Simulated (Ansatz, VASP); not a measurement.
Two plane-wave programs on Sb

```
Sb
1.0
     0.00000    2.37124    2.37124
     2.37124    0.00000    2.37124
     2.37124    2.37124    0.00000
Sb
1
Direct
  0.00000 0.00000 0.00000
```

This isn't the form of Sb at room conditions, which is rhombohedral.

Alike in both runs: task relaxation of cell and atoms; functional BLYP; k mesh 10 × 10 × 10; occupations fermi-dirac, width 0.05 eV; no spin polarisation.

```csv
,VASP,Ansatz
version,VASP 6.6.1,Ansatz 0.2.0
potentials or method,"VASP PAW PBE potentials, release 64 (Sb)",Ansatz PAW
plane-wave cutoff (eV),600,420
valence electrons in the cell,5,15
```

Ansatz gave:

```
gap on the k mesh at the Fermi level, each at its own relaxed structure (eV) : none
relaxed volume (Å³/atom)                                                     : 30.28
relaxed cell length with the largest relative difference (Å)                 : 3.499
energy change over the relaxation (meV/atom)                                 : -77
```

**Question.** What did VASP give for the same quantities?

**Answer.** gap on the k mesh at the Fermi level, each at its own relaxed structure (eV): none; relaxed volume (Å³/atom): 30.35; relaxed cell length with the largest relative difference (Å): 3.501; energy change over the relaxation (meV/atom): -81.

A gap of «none» marks a metal or a gap that the smearing closes. The two sets of potentials don't hold the same shells in valence.

Caveats: the PAW data sets were made with another functional, which shifts forces and pressure a little (VASP); the plane-wave basis is chosen anew once the cell has moved, so the energies of steps on either side of that aren't comparable (Ansatz); the PAW data sets come from PBE, with cores solved anew for the run's functional, which leaves a small shift of forces and pressure (Ansatz). The runs have no spin-orbit coupling, so splittings on Sb are missing.
